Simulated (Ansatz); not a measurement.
VO$_{2}$ (P4_2/mnm): electronic heat capacity from the density of states

The calculation used DFT PBE, scalar-relativistic, plane waves, PAW in Ansatz.

Settings: cutoff 420 eV, Γ-centred mesh 8×12×8 on the computed 6-atom cell, Gaussian smearing of 0.10 eV; collinear spin from starting moments 0.92 0.92 0 0 0 0 μB.

Relaxed cell: P4_2/mnm, a = 4.584 Å, b = 4.584 Å, c = 2.838 Å, α = 90.00°, β = 90.00°, γ = 90.00°, 6 atoms in the primitive cell.

The density of states at the Fermi level is 2.993 states/eV in the cell of 6 atoms (2 formula units; both spins, tetrahedra on a 12×18×12 mesh). The run ends with a moment of 2.00 μB a cell (largest on a site 0.83 μB), and the figure is for this state; a paramagnetic sample can have a quite different one. Another magnetic order, if the compound takes it, can change N(E_F) and the shape of the cell a good deal, and may open a gap, where γ is close to zero.

Problem. What Sommerfeld coefficient does this give?

Solution. Per formula unit N(E_F) = 1.497 states/eV. γ = (π²/3) k_B² N(E_F) N_A = 2.357 mJ/(mol K²) per state/eV, so γ = 3.5 mJ/(mol K²), a mole of formula units. This is the bare band result: a measured γ of the same phase and magnetic order is as a rule larger by a factor 1 + λ from phonons and spin fluctuations. N(E_F) at one energy is sensitive to the mesh where the density of states has sharp peaks.

Moments started parallel, and an antiferromagnetic order may lie lower.

Only this magnetic start was tried.